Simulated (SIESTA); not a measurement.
# SiO2 (Cristobalite) (P4_12_12) in SIESTA: equation of state, part 2 of 2

SIESTA 5.4.2. Earlier steps stand in the parts before.

## Step 5: Single point, PBE, 14.69 Å³/atom

SiO2.fdf reads:

```
SystemName                      Cristobalite
SystemLabel                     SiO2
NumberOfSpecies                 2
NumberOfAtoms                   12
%block ChemicalSpeciesLabel
  1  14 Si
  2   8 O
%endblock ChemicalSpeciesLabel

LatticeConstant                 1.0 Ang
%block LatticeVectors
     5.0149943390     0.0000000000     0.0000000000
     0.0000000000     5.0149943390     0.0000000000
     0.0000000000     0.0000000000     7.0091139267
%endblock LatticeVectors
AtomicCoordinatesFormat         Fractional
%block AtomicCoordinatesAndAtomicSpecies
     0.7989700000     0.2010300000     0.7500000000  1  Si
     0.7010300000     0.7010300000     0.5000000000  1  Si
     0.2010300000     0.7989700000     0.2500000000  1  Si
     0.2989700000     0.2989700000     0.0000000000  1  Si
     0.1034700000     0.2398900000     0.8218700000  2  O
     0.2601100000     0.6034700000     0.0718700000  2  O
     0.8965300000     0.7601100000     0.3218700000  2  O
     0.7398900000     0.3965300000     0.5718700000  2  O
     0.6034700000     0.2601100000     0.9281300000  2  O
     0.7601100000     0.8965300000     0.6781300000  2  O
     0.3965300000     0.7398900000     0.4281300000  2  O
     0.2398900000     0.1034700000     0.1781300000  2  O
%endblock AtomicCoordinatesAndAtomicSpecies

%block kgrid.MonkhorstPack
    6   0   0  0.0
    0   6   0  0.0
    0   0   4  0.0
%endblock kgrid.MonkhorstPack
XC.Functional                   GGA
XC.Authors                      PBE
PAO.BasisSize                   DZP
PAO.EnergyShift                 0.003 Ry
Mesh.Cutoff                     800 Ry
OccupationFunction              FD
ElectronicTemperature           0.05 eV
MaxSCFIterations                120
SCF.MustConverge                false
SCF.Mixer.Method                Pulay
SCF.Mixer.Weight                0.25
SCF.Mixer.History               8
SCF.DM.Tolerance                5.0e-05
SCF.H.Tolerance                 1.0e-03 eV
WriteForces                     true
Charge.Mulliken                 end
```

Potentials or basis: PseudoDojo 0.4 standard (PBE files), DZP (energy shift 0.003 Ry).

On the command line:

```console
siesta SiO2.fdf > SiO2.out 2>&1
```

SiO2.out:

```text
Version         : 5.4.2

[... 6 lines left out ...]
 NOTE: Please see the manual for full details and compatibility measures.

reinit: Reading from file SiO2.fdf

reinit: -----------------------------------------------------------------------
reinit: System Name: Cristobalite
reinit: -----------------------------------------------------------------------
reinit: System Label: SiO2
reinit: -----------------------------------------------------------------------

initatom: Reading input for the pseudopotentials and atomic orbitals ----------
Species number:   1 Atomic number:   14 Label: Si
Species number:   2 Atomic number:    8 Label: O

Ground state valence configuration (from tables):   3s02  3p02  3d00  4f00
Ground state valence configuration (from tables):   2s02  2p04  3d00  4f00

---- Processing specs for species: Si
Reading pseudopotential information in PSML from:
  Si.psml
PSML file version: 1.1
Using libxc ids:  101 130
GGA--PBE XC_GGA_X_PBE--XC_GGA_C_PBE pb

---- Processing specs for species: O
Reading pseudopotential information in PSML from:
  O.psml
PSML file version: 1.1
Using libxc ids:  101 130
GGA--PBE XC_GGA_X_PBE--XC_GGA_C_PBE pb

---- Pseudopotential check for Si

Pseudized shells:
3s( 2.00) rc: 1.60
3p( 2.00) rc: 1.71
[... 599 lines left out ...]

siesta: Pressure (static):
siesta:                Solid            Molecule  Units
siesta:           0.00034925          0.00033870  Ry/Bohr**3
siesta:           0.03206667          0.03109836  eV/Ang**3
siesta:          51.37646211         49.82506955  kBar

Basis Enthalpy Calculation:
    Basis Pressure for species 1(Si) :      0.2000000 GPa
    Basis Pressure for species 2(O) :      0.2000000 GPa

    Orbital volume contribution        =           6.828113 eV
    (Free)E + p_basis*V_orbitals       =       -4064.556908 eV
    (Free)Eharris+ p_basis*V_orbitals  =       -4064.556908 eV

mulliken: Atomic and Orbital Populations:

Species: Si
Atom  Qatom  Qorb
               3s      3s      3py     3pz     3px     3py     3pz     3px
               3Pdxy   3Pdyz   3Pdz2   3Pdxz   3Pdx2-y2
   1  3.718   0.510   0.273   0.193   0.217   0.193   0.362   0.340   0.362
              0.278   0.254   0.264   0.254   0.219
   2  3.718   0.510   0.273   0.193   0.217   0.193   0.362   0.340   0.362
              0.278   0.254   0.264   0.254   0.219
   3  3.718   0.510   0.273   0.193   0.217   0.193   0.362   0.340   0.362
              0.278   0.254   0.264   0.254   0.219
   4  3.718   0.510   0.273   0.193   0.217   0.193   0.362   0.340   0.362
              0.278   0.254   0.264   0.254   0.219

Species: O
Atom  Qatom  Qorb
               2s      2s      2py     2pz     2px     2py     2pz     2px
               3Pdxy   3Pdyz   3Pdz2   3Pdxz   3Pdx2-y2
   5  6.141   1.547   0.105   1.478   1.045   0.665   0.170   0.442   0.681
              0.001   0.000   0.002   0.004   0.001
   6  6.141   1.547   0.105   0.665   1.045   1.478   0.681   0.442   0.170
              0.001   0.004   0.002   0.000   0.001
   7  6.141   1.547   0.105   1.478   1.045   0.665   0.170   0.442   0.681
              0.001   0.000   0.002   0.004   0.001
   8  6.141   1.547   0.105   0.665   1.045   1.478   0.681   0.442   0.170
              0.001   0.004   0.002   0.000   0.001
   9  6.141   1.547   0.105   1.478   1.045   0.665   0.170   0.442   0.681
              0.001   0.000   0.002   0.004   0.001
  10  6.141   1.547   0.105   0.665   1.045   1.478   0.681   0.442   0.170
              0.001   0.004   0.002   0.000   0.001
  11  6.141   1.547   0.105   1.478   1.045   0.665   0.170   0.442   0.681
              0.001   0.000   0.002   0.004   0.001
  12  6.141   1.547   0.105   0.665   1.045   1.478   0.681   0.442   0.170
              0.001   0.004   0.002   0.000   0.001

mulliken: Qtot =       64.000

Mulliken Atomic Populations:
Atom #   charge [q] valence [e]  Species
     1     0.281508    3.718492  Si
     2     0.281508    3.718492  Si
     3     0.281508    3.718492  Si
     4     0.281508    3.718492  Si
     5    -0.140754    6.140754  O
     6    -0.140754    6.140754  O
     7    -0.140754    6.140754  O
     8    -0.140754    6.140754  O
     9    -0.140754    6.140754  O
    10    -0.140754    6.140754  O
    11    -0.140754    6.140754  O
    12    -0.140754    6.140754  O
 Total     0.000000

Job completed
```

Wall time 2.5 min (1 thread of Arm Neoverse V1, shared host); peak memory 0.73 GiB.

What came out:

| Property | Result |
| --- | --- |
| Free energy | -4071.3850 eV |
| Pressure | 5.1 GPa |
| Largest force | 0.565 eV/Å |
| Band gap on the k mesh | 5.95 eV, direct |

Caveat: the cell was measured hot, at 340 K; the basis of atomic orbitals isn't converged, which shifts pressures, moduli and gaps.

## Step 6: Single point, PBE, 14.98 Å³/atom

Edit SiO2.fdf of step 5 so:

```diff
@@ -11,5 +11,5 @@
 %block LatticeVectors
-     5.0149943390     0.0000000000     0.0000000000
-     0.0000000000     5.0149943390     0.0000000000
-     0.0000000000     0.0000000000     7.0091139267
+     5.0475601498     0.0000000000     0.0000000000
+     0.0000000000     5.0475601498     0.0000000000
+     0.0000000000     0.0000000000     7.0546289288
 %endblock LatticeVectors
```

Potentials or basis: PseudoDojo 0.4 standard (PBE files), DZP (energy shift 0.003 Ry).

On the command line:

```console
siesta SiO2.fdf > SiO2.out 2>&1
```

It took 2.5 min on 1 thread of Arm Neoverse V1, shared host; peak memory 0.75 GiB.

The run converged. Its results:

- Free energy: -4071.4617 eV
- Pressure: 2.0 GPa
- Largest force: 0.384 eV/Å
- Band gap on the k mesh: 5.81 eV, direct

Caveat: the cell was measured hot, at 340 K; the basis of atomic orbitals isn't converged, which shifts pressures, moduli and gaps.

## Step 7: Single point, PBE, 15.27 Å³/atom

Edit SiO2.fdf of step 6 so:

```diff
@@ -11,5 +11,5 @@
 %block LatticeVectors
-     5.0475601498     0.0000000000     0.0000000000
-     0.0000000000     5.0475601498     0.0000000000
-     0.0000000000     0.0000000000     7.0546289288
+     5.0797110813     0.0000000000     0.0000000000
+     0.0000000000     5.0797110813     0.0000000000
+     0.0000000000     0.0000000000     7.0995640825
 %endblock LatticeVectors
```

On the command line:

```console
siesta < SiO2.fdf > SiO2.out 2>&1
```

Run time: 2.5 min. Hardware: 1 thread of Arm Neoverse V1, shared host; peak memory 0.75 GiB.

The run converged. Its results:

| Quantity | Value |
| --- | --- |
| Free energy | -4071.4739 eV |
| Pressure | -0.8 GPa |
| Largest force | 0.237 eV/Å |
| Band gap on the k mesh | 5.65 eV, direct |

Caveat: the cell was measured hot, at 340 K; the basis of atomic orbitals isn't converged, which shifts pressures, moduli and gaps.

## Step 8: Equation of state, PBE

This step only gathers the single runs of the series.

Results:

```yaml
Equilibrium_volume: 15.18 Å³/atom
Bulk_modulus_at_fixed_shape_and_positions: 145 GPa
Pressure_derivative_of_the_bulk_modulus: 4.3
```

Energy against volume, from the lowest point:
| volume (Å³/atom) | energy (meV/atom) |
| --- | --- |
| 13.538 | 98.07 |
| 13.826 | 64.19 |
| 14.114 | 38.33 |
| 14.402 | 19.65 |
| 14.690 | 7.41 |
| 14.978 | 1.02 |
| 15.266 | 0.00 |

Caveat: the cell was scaled at fixed shape and fractional positions, which overstates the stiffness of a crystal with free parameters, most of all of layers and chains; the cell was measured hot, at 340 K; the basis of atomic orbitals isn't converged, which shifts pressures, moduli and gaps.
